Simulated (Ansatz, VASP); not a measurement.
This is a calculation of SnO for Ansatz 0.2.0. The cell comes from a database or a generator and needn't be the stable form of this composition.

input.yaml

```yaml
crystal:
  lattice:
    - [3.13193, 0.0, 0.0]
    - [0.0, 3.13193, 0.0]
    - [0.0, 0.0, 3.13193]
  atoms:
    - { symbol: Sn, position: [0.0, 0.0, 0.0] }
    - { symbol: O, position: [0.5, 0.5, 0.5] }
hamiltonian:
  xc: pbe
  pseudopotentials: { kind: paw }
kpoints:
  mp_grid: { grid: [9, 9, 9] }
scf:
  occupations: { method: fermi_dirac, width: 0.05 }
output:
  forces: true
  stress: true
  eigenvalues: true
```

Potentials or basis: Ansatz PAW.

Command:

```console
$ ansatz run input.yaml --threads 1 --pin off --max-ram 3584MiB --backend cpu --events-out ev --progress --plain --runs-dir out
```

**Question.** Set up the same calculation for VASP 6.6.1. Potentials or basis there: PBE PAW files O, Sn_d, 520 eV.

**Answer.** As run (cutoffs and basis follow the program's own potentials, and thresholds, step limits or extra output files can differ):

The input INCAR:

```
SYSTEM = SnO
ALGO = Normal
EDIFF = 1E-7
ENCUT = 520
GGA = PE
ISIF = 2
ISMEAR = -1
LASPH = .True.
LCHARG = .False.
LREAL = .False.
LWAVE = .False.
NBANDS = 17
NELM = 100
PREC = Accurate
SIGMA = 0.05
```

The input KPOINTS:

```
k-points
0
Gamma
  9 9 9
  0 0 0
```

File POSCAR:

```
SnO
1.0
    3.1319300000      0.0000000000      0.0000000000
    0.0000000000      3.1319300000      0.0000000000
    0.0000000000      0.0000000000      3.1319300000
Sn O
1 1
Direct
    0.0000000000      0.0000000000      0.0000000000
    0.5000000000      0.5000000000      0.5000000000
```

Potentials or basis: VASP PAW PBE potentials, release 64 (Sn_d, O).

Launch:

```sh
$ cat potpaw_PBE.64/Sn_d/POTCAR potpaw_PBE.64/O/POTCAR > POTCAR
$ mpirun -np 1 vasp_std > vasp.out
```

Both were run:

|  | Ansatz | VASP |
| --- | --- | --- |
| Pressure | 0.0 GPa | 0.0 GPa |

Ansatz's pressure holds a Pulay term of +0.46 GPa for its cutoff of 420 eV, which the other run lacks.

Where Ansatz's input types no cutoff or centring, it takes its own default and a Γ-centred mesh.

Pressure is positive in compression.
